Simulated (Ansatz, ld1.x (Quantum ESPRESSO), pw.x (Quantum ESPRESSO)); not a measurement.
**pw.x on diamond V: one setting changed**

Potential: PAW, ld1.x (Quantum ESPRESSO) 7.5, PBE; core [Ne], reference 3s2 3p6 3d3 4s2 4p0; waves: 3s (bound): rcut 1.25, rcutus 1.35 bohr; 4s (bound): rcut 1.25, rcutus 1.35 bohr; 3p (bound): rcut 1.40, rcutus 1.55 bohr; 4p (bound, empty): rcut 1.40, rcutus 1.55 bohr; 3d (bound): rcut 1.75, rcutus 2.25 bohr; 3d channel at 0.15 Ry: rcut 1.75, rcutus 2.25 bohr; local part: all-electron potential smoothed inside 1.90 bohr (lloc = -1); core correction: a·sin(br)/r model core inside 1.00 bohr; augmentation: BESSEL, radius 1.05 bohr.

The reference run (k-mesh 9³, cutoffs 75/600 Ry, Fermi–Dirac 0.01 Ry, mixing_beta 0.4, conv_thr 1e-9, no spin) gives 0.23 GPa at 18.899 Å³/atom, where all-electron LAPW gives -0.00 GPa. This run, with its own iteration cap, changes smearing to mp.

```
&control
  calculation='scf', prefix='x', pseudo_dir='./', outdir='./tmp', tstress=.true., disk_io='none'
/
&system
  ibrav=0, nat=2, ntyp=1, ecutwfc=75, ecutrho=600, nbnd=22,
  occupations='smearing', smearing='mp', degauss=0.01
/
&electrons
  conv_thr=1e-09, mixing_beta=0.4, electron_maxstep=60
/
ATOMIC_SPECIES
V 1.0 V.UPF
CELL_PARAMETERS angstrom
  0.00000000 2.66366503 2.66366503
  2.66366503 0.00000000 2.66366503
  2.66366503 2.66366503 0.00000000
ATOMIC_POSITIONS crystal
V 0.0000 0.0000 0.0000
V 0.2500 0.2500 0.2500
K_POINTS automatic
9 9 9 0 0 0
```

```bash
pw.x < V.scf.in > V.scf.out
```

Problem. How does the run end?

Solution. It converges in 17 iterations; the free energy moves by +79.2 meV/atom and the pressure by -1.31 GPa. This scheme is built to cancel the term in the square of the width that Fermi–Dirac smearing leaves in the F of a metal.

```
Message from routine setup:
     using ibrav=0 with symmetry is DISCOURAGED, use correct ibrav instead
     lattice parameter (alat)  =       7.1186  a.u.
     unit-cell volume          =     255.0735 (a.u.)^3
     number of electrons       =        26.00
     number of Kohn-Sham states=           22
     kinetic-energy cutoff     =      75.0000  Ry
     charge density cutoff     =     600.0000  Ry
     scf convergence threshold =      1.0E-09
     Exchange-correlation= SLA  PW   PBX  PBC
     number of k points=    35  Methfessel-Paxton smearing, width (Ry)=  0.0100
     iteration #  1     ecut=    75.00 Ry     beta= 0.40
     total energy              =    -427.69067380 Ry
     estimated scf accuracy    <       0.21903788 Ry
     iteration #  2     ecut=    75.00 Ry     beta= 0.40
     total energy              =    -427.70796927 Ry
     estimated scf accuracy    <       0.01623810 Ry
     iteration #  3     ecut=    75.00 Ry     beta= 0.40
     total energy              =    -427.71278158 Ry
     estimated scf accuracy    <       0.01355492 Ry
     [... 11 iterations left out ...]
     iteration # 15     ecut=    75.00 Ry     beta= 0.40
     total energy              =    -427.71331205 Ry
     estimated scf accuracy    <       0.00000003 Ry
     iteration # 16     ecut=    75.00 Ry     beta= 0.40
     total energy              =    -427.71331204 Ry
     estimated scf accuracy    <          6.7E-09 Ry
     iteration # 17     ecut=    75.00 Ry     beta= 0.40
     the Fermi energy is    10.3924 ev
!    total energy              =    -427.71331204 Ry
     estimated scf accuracy    <          2.6E-11 Ry
     smearing contrib. (-TS)   =      -0.00017459 Ry
     The total energy is F=E-TS. E is the sum of the following terms:
     one-electron contribution =    -149.14922293 Ry
     hartree contribution      =     101.10442172 Ry
     xc contribution           =     -36.76205193 Ry
     ewald contribution        =    -180.85849903 Ry
     one-center paw contrib.   =    -162.04778529 Ry
     convergence has been achieved in  17 iterations
          total   stress  (Ry/bohr**3)                   (kbar)     P=      -10.86
     Message from routine punch:
     Nothing written, as per user request (disk_io='none')
```

The run took about 64 s on one core of a shared host (AMD EPYC 7R43 64-Core Processor, 256 threads, 1004 GiB, load 96).
